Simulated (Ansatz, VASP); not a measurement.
**Ru in VASP and in Ansatz**

The input INCAR:

```
PREC = Accurate
ENCUT = 600
EDIFF = 1E-6
ISMEAR = -1
SIGMA = 0.1
LREAL = F
LASPH = T
NELM = 100
ALGO = Normal
ISIF = 3
LWAVE = F
LCHARG = F
GGA = RP
IBRION = 2
NSW = 80
EDIFFG = -0.01
```

The input KPOINTS:

```
Automatic mesh
0
Gamma
  14 14 14
```

Contents of POSCAR:

```
Ru
1.0
    0.0000000000      1.8924348942      1.8924348942
    1.8924348942      0.0000000000      1.8924348942
    1.8924348942      1.8924348942      0.0000000000
Ru
1
Direct
    0.0000000000      0.0000000000      0.0000000000
```

Input for Ansatz:

```yaml
crystal:
  lattice:
    - [0.0, 1.8924348942, 1.8924348942]
    - [1.8924348942, 0.0, 1.8924348942]
    - [1.8924348942, 1.8924348942, 0.0]
  atoms:
    - { symbol: Ru, position: [0.0, 0.0, 0.0] }
hamiltonian:
  xc: rpbe
  pseudopotentials:
    kind: paw
    azcp:
      Ru: "pseudopotentials/Ru.paw.azcp"
basis:
  ecutwfc: 420
  fft_grid_basis: typed
kpoints:
  mp_grid: { grid: [14, 14, 14], shift: [0, 0, 0] }
magnetization:
  spin_polarized: false
scf:
  occupations: { method: fermi_dirac, width: 0.1 }
relax:
  max_steps: 60
  f_tol: 0.01
  cell: {}
```

The cell was built by a generator and needn't be a form met in nature.

Alike in both runs: task relaxation of cell and atoms; functional RPBE; k mesh 14 × 14 × 14; occupations fermi-dirac, width 0.1 eV; no spin polarisation.

```csv
,VASP,Ansatz
version,VASP 6.6.1,Ansatz 0.2.0
potentials or method,"VASP PAW PBE potentials, release 64 (Ru_pv)","plane waves (420 eV) with PAW, scalar-relativistic"
plane-wave cutoff (eV),600,420
valence electrons in the cell,14,16
```

```tsv
	VASP	Ansatz	Ansatz less VASP
relaxed volume (Å³/atom)	14.05	14.05	+0.002
relaxed cell length with the largest relative difference (Å)	2.709	2.709	+0.0002
energy change over the relaxation (meV/atom)	-17	-17	-0.4
```

The two sets of potentials don't hold the same shells in valence.

Caveats: the PAW data sets were made with another functional, which shifts forces and pressure a little (VASP).
